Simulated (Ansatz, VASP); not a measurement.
**InGa3As4: VASP beside Ansatz**

```
In Ga As
1.0
     4.15928    0.00000    0.00000
     0.00000    4.15928    0.00000
     0.00000    0.00000   11.64157
In Ga As
1 3 4
Direct
  0.50000 0.50000 0.00000
  0.00000 0.00000 0.74131
  0.00000 0.00000 0.25869
  0.50000 0.50000 0.50000
  0.50000 0.00000 0.13972
  0.00000 0.50000 0.37946
  0.50000 0.00000 0.62054
  0.00000 0.50000 0.86028
```

Alike in both runs: functional PBE; k mesh 4 × 4 × 2; occupations gaussian, width 0.1 eV; no spin polarisation.

Ansatz relaxed the structure, and its values are those at the end. VASP's run is a single point on that final structure, the one shown.

```csv
,VASP,Ansatz
version,VASP 6.6.1,Ansatz 0.2.0
potentials or method,"VASP PAW PBE potentials, release 64 (In_d, Ga_d, As)","scalar-relativistic, plane waves, PAW"
plane-wave cutoff (eV),520,420
valence electrons in the cell,72,112
```

|  | VASP | Ansatz | Ansatz less VASP |
| --- | --- | --- | --- |
| gap on the k mesh at the Fermi level (eV) | none | none | - |
| pressure (GPa) | 0.3 | 0.2 | -0.13 |
| rms of the force components (eV/Å) | 0.010 | 0.010 | 0.0000 |

A gap of «none» marks a metal or a gap that the smearing closes. The two sets of potentials don't hold the same shells in valence.

Caveats: the k mesh is coarse (spacing up to 0.38 Å⁻¹), so the values aren't converged.
